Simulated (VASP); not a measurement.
# BeTe in VASP: one cell, several levels of theory

Zincblende BeTe, under -4.0 % strain along x alone is computed at one geometry. Runs: PBE, r2SCAN. The results are then set beside those of Ansatz 0.2.0 for the same cell.

Code: VASP 6.6.1. PAW datasets, plane waves. Computed at 0 K without zero-point motion; spin polarisation is off.

### Step 1. The cell

The cell comes from an earlier relaxation with r2SCAN in another program, then strained, with the atoms relaxed again.

Space group I-4m2 (No. 119), tetragonal; conventional cell a = 4.000 Å, c = 5.431 Å, 21.73 Å³ an atom. Around Be lie 4 Te at 2.42 Å; around Te lie 4 Be at 2.42 Å.

As a file:

```xyz
2
Lattice="0.0000 2.8286 2.8286 2.7155 0.0000 2.8286 2.7155 2.8286 0.0000" Properties=species:S:1:pos:R:3 pbc="T T T"
Be    0.0000    0.0000    0.0000
Te    1.3577    1.4143    1.4143
```

### Step 2. Single point with PBE

INCAR reads:

```
ENCUT = 520.000000
SIGMA = 0.020000
EDIFF = 1.00e-07
GGA = PE
PREC = Accurate
IBRION = -1
ISIF = 2
ISMEAR = -1
NBANDS = 11
NELM = 120
NSW = 0
LASPH = .TRUE.
LCHARG = .TRUE.
LELF = .TRUE.
LWAVE = .FALSE.
LREAL = .FALSE.
```

KPOINTS reads:

```
KPOINTS created by Atomic Simulation Environment
0
Gamma
8 8 8
0 0 0
```

KPOINTS_OPT reads:

```
special points
7
Reciprocal
0.0000000000 0.0000000000 0.0000000000 1
-0.5000000000 -0.5000000000 0.0000000000 1
-0.3750000000 -0.3750000000 0.2500000000 1
-0.3750000000 0.0000000000 0.3750000000 1
0.0000000000 0.0000000000 0.5000000000 1
-0.5000000000 -0.2500000000 0.2500000000 1
0.0000000000 0.5000000000 0.5000000000 1
```

POSCAR reads:

```
Be Te
 1.0000000000000000
     0.0000000000000000    2.8286236223999999    2.8286236223999999
     2.7154786775000002    0.0000000000000000    2.8286236223999999
     2.7154786775000002    2.8286236223999999    0.0000000000000000
 Be  Te
   1   1
Cartesian
  0.0000000000000000  0.0000000000000000  0.0000000000000000
  1.3577393387499999  1.4143118111999997  1.4143118111999997
```

The run uses the recommended PBE PAW datasets (8 valence electrons a neutral cell).

The run is started by

```bash
> mpirun -np 1 vasp_std
```

### Step 3. Single point with r2SCAN

INCAR reads:

```
ENCUT = 520.000000
SIGMA = 0.010000
EDIFF = 1.00e-07
ALGO = Normal
METAGGA = R2SCAN
PREC = Accurate
IBRION = -1
ISIF = 2
ISMEAR = 0
NBANDS = 11
NELM = 120
NSW = 0
LASPH = .TRUE.
LCHARG = .FALSE.
LWAVE = .FALSE.
LREAL = .FALSE.
```

KPOINTS is that of step 2.

KPOINTS_OPT is that of step 2.

POSCAR is that of step 2.

Before running it: what results should come out? Wanted: for each run, gap; pressure; Ansatz: gap; Ansatz: pressure.

The runs gave:

```
 level  gap (eV)  pressure (GPa)  Ansatz: gap (eV)  Ansatz: pressure (GPa)
   PBE      1.58            2.89              1.60                    2.72
r2SCAN      1.93            2.83              1.94                    2.61
```

In words: The gap runs from 1.58 eV (PBE) to 1.93 eV (r2SCAN). Spin-orbit coupling is left out, though the cell holds Te (Z = 52); in an element this heavy it can shift bands and gaps by tenths of an eV. The two programs agree on the gap within 0.02 eV, far less than the spread between functionals. Datasets and cutoffs are each program's own. VASP's cell holds 8 valence electrons and Ansatz's 18.
